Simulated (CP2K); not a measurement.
**SiC (Moissanite) under changes of volume**

One of the cells (10.341 Å³/atom); the others are scaled copies at fixed shape and fractional positions:

```xyz
4
Lattice="3.0760 0.0000 0.0000 -1.5380 2.6639 0.0000 0.0000 0.0000 5.0480" Properties=species:S:1:pos:R:3 pbc="T T T"
Si    1.5380    0.8880    2.5240
Si    0.0000    1.7759    0.0000
C     1.5380    0.8880    4.4675
C     0.0000    1.7759    1.9435
```

- Program: CP2K 2026.2
- Functional: PBEsol
- Potentials or basis: POTENTIAL_UZH Si GTH-PBE-q4, C GTH-PBE-q4; TZVP-MOLOPT-PBE-GTH basis
- Density cutoff: 6123 eV
- k mesh: 10 × 10 × 5
- Occupations: fermi-dirac, width 0.05 eV
- Spin: no spin polarisation

| volume (Å³/atom) | energy over the lowest point (meV/atom) | pressure (GPa) | gap on the mesh (eV) | largest force (eV/Å) |
| --- | --- | --- | --- | --- |
| 9.721 | 38.05 | 18.0 | 3.68 | 0.872 |
| 9.927 | 18.62 | 12.2 | 3.72 | 0.836 |
| 10.134 | 6.22 | 7.0 | 3.75 | 0.801 |
| 10.341 | 0.20 | 2.3 | 3.78 | 0.768 |
| 10.548 | 0.00 | -2.0 | 3.81 | 0.737 |
| 10.755 | ? | ? | ? | ? |
| 10.961 | 14.96 | -9.4 | 3.87 | 0.680 |

What does the run at 10.755 Å³/atom give?

Energy over the lowest point 5.08 meV/atom; pressure -5.9 GPa; gap on the mesh 3.84 eV; largest force 0.708 eV/Å.

Worked out: A Birch-Murnaghan fit of order 3 (a polynomial in V^(-2/3)) to the other rows has its minimum at 10.45 Å³/atom with B0 = V·E''(V) = 216 GPa and B' = 3.9 at fixed shape and positions, which overstates the stiffness. It gives 5.11 meV/atom at 10.755 Å³/atom, against the run's 5.08, and -dE/dV = -5.9 GPa, against -5.9. A straight line through the other rows of the gap, of slope 1.56 eV per unit of ln V, gives 3.84 eV, against the run's 3.84.

Energies are extrapolated to zero smearing.

Caveats: the potentials were made for another functional, which shifts forces and pressure; an odd mesh through Γ misses points on the zone boundary, where band edges often lie; the basis of atomic orbitals isn't converged, which shifts pressures, moduli and gaps.
